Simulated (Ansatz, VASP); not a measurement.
**Sb in VASP and in Ansatz**

```
Sb
1.0
     3.34412    0.83603    0.83603
     0.83603    3.34412    0.83603
     0.83603    0.83603    3.34412
Sb
1
Direct
  0.00000 0.00000 0.00000
```

Alike in both runs: task single point; functional PBEsol; k mesh 16 × 16 × 16; occupations gaussian, width 0.15 eV; no spin polarisation.

|  | VASP | Ansatz |
| --- | --- | --- |
| version | VASP 6.6.1 | Ansatz 0.2.0 |
| potentials or method | VASP PAW PBE potentials, release 64 (Sb) | scalar-relativistic, plane waves, PAW |
| plane-wave cutoff (eV) | 520 | 420 |
| valence electrons in the cell | 5 | 15 |

Ansatz gave:

```
gap on the k mesh at the Fermi level (eV) : none
pressure (GPa)                            : -8.1
```

Estimate VASP's values.

gap on the k mesh at the Fermi level (eV): none; pressure (GPa): -8.2.

A gap of «none» marks a metal or a gap that the smearing closes. The two sets of potentials don't hold the same shells in valence.

Caveats: the PAW data sets were made with another functional, which shifts forces and pressure a little (VASP). Spin-orbit coupling is left out, which matters for the levels of Sb.
